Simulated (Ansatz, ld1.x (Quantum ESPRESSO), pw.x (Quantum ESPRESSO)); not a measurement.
## titanium (Ti): one change to the TM potential, in the atom and in the bcc crystal

| Property | Result |
| --- | --- |
| Element | titanium (Ti) |
| Generator | ld1.x (Quantum ESPRESSO) 7.5 |
| Type | norm-conserving Troullier–Martins (Kleinman–Bylander form) |
| Functional | PBE |
| Relativity | scalar-relativistic |
| Frozen core | [Ar] |
| Valence charge | 4 |
| Reference configuration | 3d2 4s2 4p0 |
| Partial waves | 4p (bound, empty): rc 3.65 bohr; 3d (bound): rc 1.95 bohr; 4f channel at 0.05 Ry: rc 3.40 bohr; 4s (bound): rc 3.20 bohr |
| Local potential | the s channel |
| Core correction | none |

Change: core correction a·sin(br)/r model core inside 1.50 bohr.

Cutoffs, loose and tight: the cutoffs (Ry, on a coarse ladder) from which the occupation-weighted sum of valence levels, in a spherical-Bessel basis at the reference potential, stays within 10 and 1 mRy of its value at 400 Ry. They do not see the model core or the augmentation charge, which bear on the density cutoff. Test errors are all-electron minus pseudo excitation energies from the reference, over the configurations 3d2 4s1 4p0; 3d2 4s0 4p0; 3d1 4s0 4p0; 3d2 4s1.5 4p0; 3d2.5 4s1.5 4p0; 3d1 4s2 4p1; 3d3 4s0 4p0; variants that change the core or the reference have their own tests.

Crystal test: bcc Ti in pw.x 7.5, no spin, 14³ k-points, Fermi–Dirac smearing 0.01 Ry, cutoffs set for each file from its atomic test. The reference is all-electron LAPW (Ansatz 0.2.0) with the same functional, mesh and smearing; V0 and B0 come from Birch–Murnaghan fits to the pressures at five volumes. Errors are pseudo minus all-electron; Δ is the rms difference of the E(V) curves that follow from these fits, minima aligned, over ±6 % about the mean V0. Mesh and smearing are coarse, so the numbers serve the comparison and aren't converged zero-temperature values; the lattice is a test structure that the element need not adopt.

All-electron: a0 = 3.264 Å (V0 = 17.38 Å³/atom), B0 = 104.1 GPa.

Task: Does the change bring the crystal closer to the all-electron result?

Result: The mean pressure error goes from +6.93 to +4.98 GPa, so the change moves the solid closer to the all-electron pressures.

| quantity | base | changed |
| --- | --- | --- |
| outcome (atom) | generated | generated |
| cutoff, loose (atom) | 55 Ry | 55 Ry |
| cutoff, tight (atom) | 70 Ry | 70 Ry |
| bound ghosts (atom) | none | none |
| largest test error (meV) (atom) | +194 over the solved tests; 1 of 7 tests not solved or not reliable | -264 over the solved tests; 3 of 7 tests not solved or not reliable |
| cutoffs in pw.x (Ry) | 85/340 | 85/340 |
| a0 (Å) | – | 3.310 |
| a0 error (%) | – | +1.43 |
| B0 error (%) | – | +1.9 |
| Δ (meV/atom) | – | 17.5 |
| mean pressure error (GPa) | +6.93 | +4.98 |

A dash: not determined, or the minimum lies outside the volumes sampled.

Base: The largest radius (3.65 bohr) exceeds half the bond length (2.67 bohr), so the spheres overlap, which is one possible source of error among others. This is a poor potential for the solid. Atomic configuration tests: 1 of 7 tests not solved or not reliable. Changed file: The largest radius (3.65 bohr) exceeds half the bond length (2.67 bohr), so the spheres overlap, which is one possible source of error among others. This is a poor potential for the solid. Atomic configuration tests: 3 of 7 tests not solved or not reliable. The atomic cutoffs weigh occupied waves only.
